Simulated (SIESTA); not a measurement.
Runs of SIESTA 5.4.2 on InSe. The structure is trigonal, space group R3m (No. 160). Conventional cell: a = 4.000 Å, b = 4.000 Å, c = 25.320 Å, α = 90.00°, β = 90.00°, γ = 120.00°. In (site symmetry 3m) has 3 Se at 2.63 Å and 1 In at 2.82 Å as nearest neighbours. In (site symmetry 3m) is surrounded by 3 Se at 2.64 Å and 1 In at 2.82 Å. Se (site symmetry 3m) has 3 In at 2.63 Å as nearest neighbours. Se (site symmetry 3m) is surrounded by 3 In at 2.64 Å. 

| task | level | potentials or basis | spin | cell | k mesh | gap on the mesh (eV) | pressure (GPa) | largest force (eV/Å) |
| --- | --- | --- | --- | --- | --- | --- | --- | --- |
| band structure | PBEsol | PseudoDojo 0.4 standard (PBEsol files), DZP (energy shift 0.003 Ry; two zetas on semicore shells) | off | as given | 6 × 6 × 6 | 0.34 | 1.1 | (b) |
| single point | PBE | PseudoDojo 0.4 standard (PBE files), DZP (energy shift 0.003 Ry; two zetas on semicore shells) | off | as given | 8 × 8 × 8 | 0.43 | (a) | 0.60 |
| band structure | PBEsol | PseudoDojo 0.4 standard (PBEsol files, fully relativistic), DZP (energy shift 0.003 Ry; two zetas on semicore shells) | non-collinear, zero start, SOC | as given | 6 × 6 × 6 | 0.31 | 1.1 | 0.55 |
| single point | PBE | PseudoDojo 0.4 standard (PBE files), DZP (energy shift 0.003 Ry; two zetas on semicore shells) | off | atoms moved at random, drawn with an rms of 0.05 Å | 8 × 8 × 8 | 0.52 | 3.4 | 0.69 |

Alike in all rows: smearing fermi-dirac 0.05 eV; grid cutoff 500 Ry; energy shift 0.003 Ry.

Estimate the missing entries.

(a) 3.6; (b) 0.54.

Caveats: the basis of atomic orbitals isn't converged, which shifts pressures, moduli and gaps; spin-orbit coupling is left out, which moves the levels of the heavy elements (some runs).

A k mesh can miss the band edges, and rows without SOC leave out spin-orbit coupling on In, Se.
